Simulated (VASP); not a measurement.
MgSe:

```xyz
2
Lattice="0.0000 2.7545 2.7545 2.7545 0.0000 2.7545 2.7545 2.7545 0.0000" Properties=species:S:1:pos:R:3 pbc="T T T"
Mg    0.0000    0.0000    0.0000
Se    2.7545    2.7545    2.7545
```

Base run:

* Program: VASP 6.6.1
* Functional: r2SCAN
* Potentials or basis: VASP PAW PBE potentials, release 64 (Mg, Se)
* Cutoff: 520 eV
* k mesh: 8 × 8 × 8
* Occupations: gaussian, width 0.02 eV
* Spin: no spin polarisation

Its results: band gap on the k mesh 2.40 eV, indirect (least direct gap 3.27 eV); pressure -1.6 GPa.

Question: The run is repeated on the same cell with these changes: functional from r2SCAN to LDA; potentials or basis from VASP PAW PBE potentials, release 64 (Mg, Se) to VASP PAW LDA potentials, release 64 (Mg, Se). What comes out?

Answer: Band gap on the k mesh 1.60 eV, indirect (least direct gap 2.19 eV); pressure -4.2 GPa.

Caveats: the PAW data sets were made with another functional, which shifts forces and pressure a little (some runs).

A k mesh can miss the band edges.
